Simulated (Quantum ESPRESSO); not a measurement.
Runs of Quantum ESPRESSO 7.5 on C. The structure is cubic, space group Fd-3m (No. 227). Conventional cell: a = 3.567 Å, b = 3.567 Å, c = 3.567 Å, α = 90.00°, β = 90.00°, γ = 90.00°. Around C (site symmetry -43m) lie 4 C at 1.54 Å. This isn't the form of C at room conditions, which is graphite.

```csv
task,level,potentials or basis,spin,cell,k mesh,cutoff (eV),smearing,form of the LDA correlation,ASE optimiser,mixing beta,SCF threshold,share of exact exchange,other keys,mesh quality,gap on the mesh (eV),pressure (GPa)
relaxation of cell and atoms,LDA,JTH 2.0 LDA,off,relaxed,13 × 13 × 13,490,methfessel-paxton 0.136 eV,PW92,BFGS,0.5,4e-10 Ry,-,-,not flagged,4.18,-
single point,r2SCAN-X,SG15 PBE 1.2,off,as given,6 × 6 × 6,1197,fixed,-,-,0.5,1e-07 Ry,0.25,-,coarse,(b),-
band structure,vdW-DF,PseudoDojo 0.4.1 SR PBE standard,"collinear, antiferromagnetic start","atoms moved at random, drawn with an rms of 0.1 Å",7 × 7 × 7,1116,fermi-dirac 0.025 eV,-,-,0.3,4e-10 Ry,-,diagonalization = cg; diago_david_ndim = 4,coarse,4.16,11.8
single point,r2SCAN-X,SG15 PBE 1.2,off,as given,6 × 6 × 6,1197,fixed,-,-,0.5,1e-07 Ry,0.1,-,coarse,(a),-
band structure,PBEsol,GBRV 1.5 PBEsol,off,as given,13 × 13 × 13,612,fixed,-,-,0.5,4e-10 Ry,-,-,not flagged,4.02,-4.7
single point,r2SCAN-X,SG15 PBE 1.2,off,as given,6 × 6 × 6,1197,fixed,-,-,0.5,1e-07 Ry,0.15,-,coarse,5.36,-
band structure,EV93,PseudoDojo 0.5 SR PBE standard,off,volume scaled by 1.25,13 × 13 × 13,1116,fixed,-,-,0.5,4e-10 Ry,-,-,not flagged,4.43,-39.6
```

Q: Fill in the values left out.

A: (a) 5.00; (b) 6.10.

Caveats: some runs use coarse meshes; the potentials were made for another functional, which shifts forces and pressure (some runs); this program's forces and stress for hybrids aren't reliable and aren't listed (some runs); the cutoff is low for these files, which shifts pressure and relaxed volume (some runs); this smearing can shift energies of a crystal with a gap (some runs); an odd mesh through Γ misses points on the zone boundary, where band edges often lie (some runs); the mesh misses the band edges, which the band path finds closer together (some runs); the potentials were made for a functional far from this one (some runs).

Runs at the PBE level aren't shown here.
